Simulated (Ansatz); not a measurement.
**ZnO: an axial (c/a) deformation path**

One table from this session's results is given with a row withheld; the runs are named, their logs left out.

Computed with Ansatz 0.2.0 (DFT PBE+D3(BJ), scalar-relativistic, plane waves, PAW, unless a step's input says otherwise).

**The system as given**

The structure is hexagonal, space group P6_3/mmc (No. 194). Conventional cell: a = 3.288 Å, b = 3.288 Å, c = 7.130 Å, α = 90.00°, β = 90.00°, γ = 120.00°. Zn (site symmetry -6m2) has 3 O at 1.90 Å as nearest neighbours. O (site symmetry -6m2) is surrounded by 3 Zn at 1.90 Å.

Structure file:

```xyz
4
Lattice="3.2880 0.0000 0.0000 -1.6440 2.8475 0.0000 0.0000 0.0000 7.1304" Properties=species:S:1:pos:R:3 pbc="T T T"
Zn    0.0000    0.0000    5.3478
Zn    0.0000    0.0000    1.7826
O     0.0000    1.8983    1.7826
O     1.6440    0.9492    5.3478
```

The structure comes from the Materials Project (structure only).

Set-up of the first run:

The input, input.yaml:

```yaml
crystal:
  lattice:
    - [3.2879671587, 0.0, 0.0]
    - [-1.6439835793, 2.8474630862, 0.0]
    - [0.0, 0.0, 7.13044135]
  atoms:
    - { symbol: Zn, position: [0.0, 0.0, 0.75] }
    - { symbol: Zn, position: [0.0, 0.0, 0.25] }
    - { symbol: O, position: [0.33333333, 0.66666667, 0.25] }
    - { symbol: O, position: [0.66666667, 0.33333333, 0.75] }
basis:
  ecutwfc: 420
kpoints:
  mp_grid: { grid: [6, 6, 4] }
hamiltonian:
  xc: pbe
  dispersion: d3bj
scf:
  occupations: { method: gaussian, width: 0.1 }
output:
  forces: true
  stress: true
  eigenvalues: true
```

The run is started by

```bash
> ansatz run input.yaml --threads 1 --pin off --max-ram 1228MiB --backend cpu --events-out ev --progress --plain --runs-dir out
```

Among the steps run: A first look at the start; The undisturbed cell; Point ρ = 0.850; ρ = 1.200; At ρ = 0.920; Point ρ = 1.100; ρ = 0.960; Point ρ = 1.050; ρ = 0.800; Point ρ = 1.300.

One table of the session follows, with a row left open; its other results are not shown here.

It belongs to the step «The scan collected». Collected from the runs (energy zero: the undisturbed cell):

| ρ | ΔE (meV/atom) | pressure (GPa) | gap on the mesh (eV) |
| --- | --- | --- | --- |
| 0.800 | 212.2 | -16.5 | 0.33 |
| 0.850 | 121.1 | -13.6 | 0.51 |
| 0.920 | ? | ? | ? |
| 0.960 | 10.8 | -5.7 | 0.77 |
| 1.000 | 0.0 | -2.3 | 0.82 |
| 1.050 | 7.5 | 2.1 | 0.87 |
| 1.100 | 37.6 | 6.9 | 0.90 |
| 1.200 | 162.6 | 17.4 | 0.89 |
| 1.300 | 369.8 | 29.0 | 0.81 |

Q: Estimate the row for ρ = 0.920 from the others.

Worked estimate for «ΔE (meV/atom)». A straight line through the neighbours (0.850, 121.1) and (0.960, 10.8) gives 121.1 + (10.8 − 121.1) × (0.920 − 0.850) / (0.960 − 0.850) = 50.9; a parabola fitted to 4 rows on both sides gives 36.7.

**Answer.** ΔE (meV/atom): 37.0; pressure (GPa): -8.8; gap on the mesh (eV): 0.69. In «ΔE (meV/atom)» the line misses by +13.9 and the parabola by -0.3.
